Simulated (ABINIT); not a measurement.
# Si (I4/mmm) in ABINIT: a series of runs

Runs on Si. Level: LDA. Tasks: single point, relaxation of cell and atoms.

All numbers are computed with ABINIT 10.8.3 (patched build); they aren't measurements. Logs are shortened: lines on timing, memory, paths and dates and some standing lists are left out, and cuts for length are marked. The log counts tension as positive stress, the text compression.

### Step 1. The structure

Symmetry: I4/mmm, No. 139, tetragonal system. Conventional cell: a = 3.254 Å, b = 3.254 Å, c = 2.641 Å, α = 90.00°, β = 90.00°, γ = 90.00°. Around Si (site symmetry 4/mmm) lie 10 Si at 2.64 to 2.65 Å.

This isn't the form of Si at room conditions, which is diamond.

### Step 2. Single point, LDA

run.abi reads:

```
pp_dirpath "./"
pseudos "Si.hgh"

acell 2.6527297811 2.6527297811 2.6527297811 Angstrom
rprim
    -0.6132983998     0.6132983998     0.4977249697
     0.6132983998    -0.6132983998     0.4977249697
     0.6132983998     0.6132983998    -0.4977249697
ntypat 1
znucl 14
natom 1
typat 1
xred
     0.0000000000     0.0000000000     0.0000000000

ecut 14.0

kptopt 1
ngkpt 10 10 10
nshiftk 1
shiftk 0.0 0.0 0.0

ixc 7

nband 6
occopt 3
tsmear 0.05 eV

nstep 100
tolvrs 1.0e-10

iomode 3
prtwf 0
prtden 0
prteig 0
prtebands 0
enunit 2
```

Potentials or basis: HGH LDA.

The run is started by

```bash
> abinit run.abi > log 2>&1
```

run.abo:

```text
.Version 10.8.3 of ABINIT
 Symmetries : space group I4/m m m (#139); Bravais tI (body-center tetrag.)
================================================================================
 Values of the parameters that define the memory need of the present run
     intxc =       0    ionmov =       0      iscf =       7    lmnmax =       3
     lnmax =       3     mgfft =      18  mpssoang =       2    mqgrid =    3001
     natom =       1  nloc_mem =       1    nspden =       1   nspinor =       1
    nsppol =       1      nsym =      16    n1xccc =       0    ntypat =       1
    occopt =       3   xclevel =       1
       mpw =         241          nfft =        5832          nkpt =         102
================================================================================
================================================================================

--------------------------------------------------------------------------------
------------- Echo of variables that govern the present computation ------------
--------------------------------------------------------------------------------
 -outvars: echo values of preprocessed input variables --------
            acell      5.0129327723E+00  5.0129327723E+00  5.0129327723E+00 Bohr
              amu      2.80855000E+01
             ecut      1.40000000E+01 Hartree
           enunit           2
                       outvar_i_n : Printing only first  50 k-points.
              ixc           7
                       outvar_i_n : Printing only first  50 k-points.
         kptrlatt       10    0    0      0   10    0      0    0   10
          kptrlen      4.99012362E+01
            natom           1
            nband           6
            ngfft          18      18      18
             nkpt         102
            nstep         100
             nsym          16
           ntypat           1
                       prtocc : prtvol=0, do not print more k-points.
           occopt           3
           prtden           0
        prtebands           0
           prteig           0
            prtwf           0
            rprim     -6.1329839980E-01  6.1329839980E-01  4.9772496970E-01
                       6.1329839980E-01 -6.1329839980E-01  4.9772496970E-01
                       6.1329839980E-01  6.1329839980E-01 -4.9772496970E-01
          spgroup         139
           tolvrs      1.00000000E-10
           tsmear      1.83746611E-03 Hartree
            typat      1
                       outvars : Printing only first  50 k-points.
            znucl       14.00000

================================================================================

 chkinp: Checking input parameters for consistency.

================================================================================
== DATASET  1 ==================================================================

--- !DatasetInfo
iteration_state: {dtset: 1, }
dimensions: {natom: 1, nkpt: 102, mband: 6, nsppol: 1, nspinor: 1, nspden: 1, mpw: 241, }
cutoff_energies: {ecut:  14.0, pawecutdg:  -1.0, }
electrons: {nelect:   4.00000000E+00, charge:   0.00000000E+00, occopt:   3.00000000E+00, tsmear:   1.83746611E-03, }
meta: {optdriver: 0, ionmov: 0, optcell: 0, iscf: 7, paral_kgb: 0, }
...

 Exchange-correlation functional for the present dataset will be:
  LDA: Perdew-Wang 92 LSD fit to Ceperley-Alder data - ixc=7
  J.P.Perdew and Y.Wang, PRB 45, 13244 (1992)

 Real(R)+Recip(G) space primitive vectors, cartesian coordinates (Bohr,Bohr^-1):
 R(1)= -3.0744236  3.0744236  2.4950618  G(1)=  0.0000000  0.1626321  0.2003958
 R(2)=  3.0744236 -3.0744236  2.4950618  G(2)=  0.1626321  0.0000000  0.2003958
 R(3)=  3.0744236  3.0744236 -2.4950618  G(3)=  0.1626321  0.1626321  0.0000000
 Unit cell volume ucvol=  9.4334103E+01 bohr^3
 Angles (23,13,12)=  1.04343234E+02  1.04343234E+02  1.20300802E+02 degrees

 getcut: wavevector=  0.0000  0.0000  0.0000  ngfft=  18  18  18
         ecut(hartree)=     14.000   => boxcut(ratio)=   2.13554

--- Pseudopotential description ------------------------------------------------
- pspini: atom type   1  psp file is ./Si.hgh
    3    1    1    0      2001   0.00000      pspcod,pspxc,lmax,lloc,mmax,r2well

 pspatm : COMMENT -
  the projectors are not normalized,
  so that the KB energies are not consistent with
  definition in PRB44, 8503 (1991).
  However, this does not influence the results obtained hereafter.

  -1.99061019E+01                                ecore*ucvol(ha*bohr**3)
--------------------------------------------------------------------------------

================================================================================

--- !BeginCycle
iteration_state: {dtset: 1, }
solver: {iscf: 7, nstep: 100, nline: 4, wfoptalg: 0, }
tolerances: {tolvrs: 1.00E-10, }
...

     iter   Etot(hartree)      deltaE(h)  residm     vres2
 ETOT  1  -3.9506616777644    -3.951E+00 4.646E-02 1.437E+00
 ETOT  2  -3.9523360863855    -1.674E-03 3.453E-04 1.516E-02
 ETOT  3  -3.9523393866194    -3.300E-06 2.338E-04 5.608E-05
 ETOT  4  -3.9523393991204    -1.250E-08 6.636E-04 2.490E-07
 ETOT  5  -3.9523393992203    -9.994E-11 2.411E-04 2.920E-10
 ETOT  6  -3.9523393992204    -1.057E-13 1.635E-04 3.825E-12

 At SCF step    6       vres2   =  3.82E-12 < tolvrs=  1.00E-10 =>converged.

 Cartesian components of stress tensor (hartree/bohr^3)
  sigma(1 1)=  2.08794061E-05  sigma(3 2)=  0.00000000E+00
  sigma(2 2)=  2.08794061E-05  sigma(3 1)=  0.00000000E+00
  sigma(3 3)=  9.17641704E-05  sigma(2 1)=  0.00000000E+00

--- !ResultsGS
iteration_state: {dtset: 1, }
comment   : Summary of ground state results
lattice_vectors:
- [ -3.0744236,   3.0744236,   2.4950618, ]
- [  3.0744236,  -3.0744236,   2.4950618, ]
- [  3.0744236,   3.0744236,  -2.4950618, ]
lattice_lengths: [   5.01293,    5.01293,    5.01293, ]
lattice_angles: [104.343, 104.343, 120.301, ] # degrees, (23, 13, 12)
lattice_volume:   9.4334103E+01
convergence: {deltae: -1.057E-13, res2:  3.825E-12, residm:  1.635E-04, diffor: null, }
etotal    :  -3.95233940E+00
entropy   :   0.00000000E+00
fermie    :   4.54509255E-01
cartesian_stress_tensor: # hartree/bohr^3
- [  2.08794061E-05,   0.00000000E+00,   0.00000000E+00, ]
- [  0.00000000E+00,   2.08794061E-05,   0.00000000E+00, ]
- [  0.00000000E+00,   0.00000000E+00,   9.17641704E-05, ]
pressure_GPa:  -1.3095E+00
xred      :
- [  0.0000E+00,   0.0000E+00,   0.0000E+00, Si]
cartesian_forces: # hartree/bohr
- [ -0.00000000E+00,  -0.00000000E+00,  -0.00000000E+00, ]
force_length_stats: {min:   0.00000000E+00, max:   0.00000000E+00, mean:   0.00000000E+00, }
...

 Integrated electronic density in atomic spheres:
 ------------------------------------------------
 Atom  Sphere_radius  Integrated_density
    1        2.00000          1.72150520
================================================================================

 ----iterations are completed or convergence reached----

 Mean square residual over all n,k,spin=   59.421E-08; max=  16.347E-05
 reduced coordinates (array xred) for    1 atoms
       0.000000000000      0.000000000000      0.000000000000
 rms dE/dt=  0.0000E+00; max dE/dt=  0.0000E+00; dE/dt below (all hartree)
    1       0.000000000000      0.000000000000      0.000000000000

 cartesian coordinates (angstrom) at end:
    1      0.00000000000000     0.00000000000000     0.00000000000000

 cartesian forces (hartree/bohr) at end:
    1     -0.00000000000000    -0.00000000000000    -0.00000000000000
 frms,max,avg= 0.0000000E+00 0.0000000E+00   0.000E+00  0.000E+00  0.000E+00 h/b

 cartesian forces (eV/Angstrom) at end:
    1     -0.00000000000000    -0.00000000000000    -0.00000000000000
 frms,max,avg= 0.0000000E+00 0.0000000E+00   0.000E+00  0.000E+00  0.000E+00 e/A
 length scales=  5.012932772318  5.012932772318  5.012932772318 bohr
              =  2.652729781100  2.652729781100  2.652729781100 angstroms
 Fermi (or HOMO) energy (hartree) =   0.45451   Average Vxc (hartree)=  -0.39399
 Eigenvalues (hartree) for nkpt= 102  k points:
 kpt#   1, nband=  6, wtk=  0.00100, kpt=  0.0000  0.0000  0.0000 (reduced coord)
  -0.08520    0.80983    0.82112    0.82112    0.93470    0.95100
      occupation numbers for kpt#   1
   2.00000    0.00000    0.00000    0.00000    0.00000    0.00000
 prteigrs : prtvol=0 or 1, do not print more k-points.

 Fermi (or HOMO) energy (eV) =  12.36783   Average Vxc (eV)= -10.72112
 Eigenvalues (   eV  ) for nkpt= 102  k points:
 kpt#   1, nband=  6, wtk=  0.00100, kpt=  0.0000  0.0000  0.0000 (reduced coord)
  -2.31850   22.03673   22.34388   22.34388   25.43461   25.87801
 prteigrs : prtvol=0 or 1, do not print more k-points.

--- !EnergyTerms
iteration_state     : {dtset: 1, }
comment             : Components of total free energy in Hartree
kinetic             :  1.63447824032858E+00
hartree             :  1.92161546609284E-02
xc                  : -1.23648747114445E+00
Ewald energy        : -5.06666338595403E+00
psp_core            : -2.11017025779605E-01
local_psp           :  1.24457460718363E-01
non_local_psp       :  7.83819068495053E-01
internal            : -3.95219695867516E+00
'-kT*entropy'       : -1.42440545251791E-04
total_energy        : -3.95233939922041E+00
total_energy_eV     : -1.07548633967395E+02
band_energy         :  9.68094619400681E-01
...

 Cartesian components of stress tensor (hartree/bohr^3)
  sigma(1 1)=  2.08794061E-05  sigma(3 2)=  0.00000000E+00
  sigma(2 2)=  2.08794061E-05  sigma(3 1)=  0.00000000E+00
  sigma(3 3)=  9.17641704E-05  sigma(2 1)=  0.00000000E+00

-Cartesian components of stress tensor (GPa)         [Pressure= -1.3095E+00 GPa]
- sigma(1 1)=  6.14293335E-01  sigma(3 2)=  0.00000000E+00
- sigma(2 2)=  6.14293335E-01  sigma(3 1)=  0.00000000E+00
- sigma(3 3)=  2.69979510E+00  sigma(2 1)=  0.00000000E+00

== END DATASET(S) ==============================================================
================================================================================

 -outvars: echo values of variables after computation  --------
            acell      5.0129327723E+00  5.0129327723E+00  5.0129327723E+00 Bohr
           etotal     -3.9523393992E+00
            fcart     -0.0000000000E+00 -0.0000000000E+00 -0.0000000000E+00
            rprim     -6.1329839980E-01  6.1329839980E-01  4.9772496970E-01
                       6.1329839980E-01 -6.1329839980E-01  4.9772496970E-01
                       6.1329839980E-01  6.1329839980E-01 -4.9772496970E-01
           strten      2.0879406077E-05  2.0879406077E-05  9.1764170377E-05
                       0.0000000000E+00  0.0000000000E+00  0.0000000000E+00
 Calculation completed.
```

Wall time 2.1 s (1 thread of Arm Neoverse V2, shared host); peak memory 0.06 GiB.

Results:

| Property | Result |
| --- | --- |
| Free energy | -107.5486 eV |
| Pressure | -1.3 GPa |
| Band gap on the k mesh | none (metal or under the smearing width) |
| Valence electrons inside the program's atomic spheres | Si 1.72 (radii [1.0584] Å) |

Stress tensor (GPa, compression positive):
```
-0.61  0.00  0.00
 0.00 -0.61  0.00
 0.00  0.00 -2.70
```

Levels at points of the mesh, in eV from the Fermi level:
```csv
k point,band 1,band 2,band 3,band 4,band 5
"(0.00, 0.00, 0.00)",-14.69,9.67,9.98,9.98,13.07
"(0.50, 0.00, 0.00)",-6.40,-6.05,4.76,6.44,6.54
"(0.50, 0.50, 0.00)",-8.51,-7.35,8.90,11.52,11.59
"(0.50, 0.50, 0.50)",-2.36,-2.36,-1.50,1.30,4.15
```

Caveat: HGH potentials are hard and often keep d shells in the core, so these values are rough.

### Step 3. Relaxation of cell and atoms, LDA

run.abi reads:

```
# Pseudopotentials
pp_dirpath "./"
pseudos "Si.upf"

# Structure
acell 3*1.0
rprim
    -3.0744236458     3.0744236458     2.4950618107
     3.0744236458    -3.0744236458     2.4950618107
     3.0744236458     3.0744236458    -2.4950618107
ntypat 1
znucl 14
natom 1
typat 1
chkprim 0
chksymtnons 0
tolsym 1.0e-6
xred
            0.0            0.0            0.0

# Plane-wave basis
ecut 16.0
ecutsm 0.5

# k points
kptopt 1
ngkpt 10 10 10
nshiftk 1
shiftk 0.0 0.0 0.0

# Exchange and correlation
ixc 7

# Bands and occupations
nband 6
occopt 3
tsmear 0.05 eV

# SCF cycle
nstep 80
tolvrs 1.0e-12

# Output
iomode 3
prteig 0
prtebands 0
prtwf 0
prtden 0

# Relaxation
ionmov 2
optcell 2
ntime 50
tolmxf 2.0e-5
dilatmx 1.08
```

Potentials or basis: PseudoDojo NC SR LDA v0.4.1 standard.

The run is started by

```bash
> abinit run.abi > log 2>&1
```

Run time: 21 s. Hardware: 1 thread of Arm Neoverse V2, shared host; peak memory 0.06 GiB.

Results (log left out):

```
Free energy                            : -115.6053 eV
Relaxed volume                         : 13.96 Å³/atom
Relaxed cell                           : a = 2.654 Å, b = 2.654 Å, c = 2.654 Å, α = 104.12°, β = 104.12°, γ = 120.80°
Space group after relaxing (to 0.05 Å) : I4/mmm (No. 139)
Energy gained by relaxing              : 0.7 meV/atom
Ionic steps                            : 8
Pressure after relaxing                : 0.0 GPa
Band gap on the k mesh                 : none (metal or under the smearing width)
```

The path:
| step | energy change (eV) | largest force (eV/Å) | pressure (GPa) | volume (Å³) |
| --- | --- | --- | --- | --- |
| 1 | 0.0000 | 0.0000 | -0.20 | 13.98 |
| 2 | -0.0002 | 0.0000 | -0.13 | 13.97 |
| 3 | -0.0003 | 0.0000 | 0.36 | 13.92 |
| 4 | -0.0007 | 0.0000 | 0.04 | 13.95 |
| 5 | -0.0007 | 0.0000 | 0.06 | 13.95 |
| 6 | -0.0007 | 0.0000 | 0.04 | 13.95 |
| 7 | -0.0007 | 0.0000 | 0.01 | 13.96 |
| 8 | -0.0007 | 0.0000 | 0.00 | 13.96 |

Final structure:
```cif
data_structure
_symmetry_space_group_name_H-M 'P 1'
_symmetry_Int_Tables_number 1
_cell_length_a 2.6539
_cell_length_b 2.6539
_cell_length_c 2.6539
_cell_angle_alpha 104.122
_cell_angle_beta 104.122
_cell_angle_gamma 120.799
_cell_volume 13.96
loop_
_atom_site_label
_atom_site_type_symbol
_atom_site_fract_x
_atom_site_fract_y
_atom_site_fract_z
_atom_site_occupancy
Si1 Si 0.00000 0.00000 0.00000 1
```

### Step 4. Single point, LDA (cell relaxed)

run.abi reads:

```
pp_dirpath "./"
pseudos "Si.upf"

acell 3*1.0
rprim
    -3.0834284553     3.0834284553     2.4772472869
     3.0834284553    -3.0834284553     2.4772472869
     3.0834284553     3.0834284553    -2.4772472869
ntypat 1
znucl 14
natom 1
typat 1
xred
     0.0000000000     0.0000000000     0.0000000000
chkprim 0
chksymtnons 0
tolsym 1.0e-6

ecut 16.0

kptopt 1
ngkpt 10 10 10
nshiftk 1
shiftk 0.0 0.0 0.0

ixc 7

nband 6
occopt 3
tsmear 0.00183747

nstep 100
tolvrs 1.0e-10

iomode 3
prtwf 0
prteig 0
prtebands 0
enunit 2
prtden 1
prtvha 1
prtvclmb 1
prtpot 1
prtelf 1
```

The run is started by

```bash
> abinit run.abi > log 2>&1
```

Run time: 3.4 s. Hardware: 1 thread of Arm Neoverse V2, shared host; peak memory 0.07 GiB.

The run converged. Its results:

```
Free energy                                           : -115.6054 eV
Pressure                                              : 0.0 GPa
Band gap on the k mesh                                : none (metal or under the smearing width)
Valence electrons inside the program's atomic spheres : Si 1.74 (radii [1.0584] Å)
```

Levels at points of the mesh, in eV from the Fermi level:
```
           k point  band 1  band 2  band 3  band 4  band 5
(0.00, 0.00, 0.00)  -14.68    9.49    9.93    9.93   12.84
(0.50, 0.00, 0.00)   -6.37   -5.99    4.77    6.34    6.50
(0.50, 0.50, 0.00)   -8.58   -7.36    9.18   11.74   11.74
(0.50, 0.50, 0.50)   -2.44   -2.44   -1.64    1.22    4.45
```

[end of part 1 of 2]
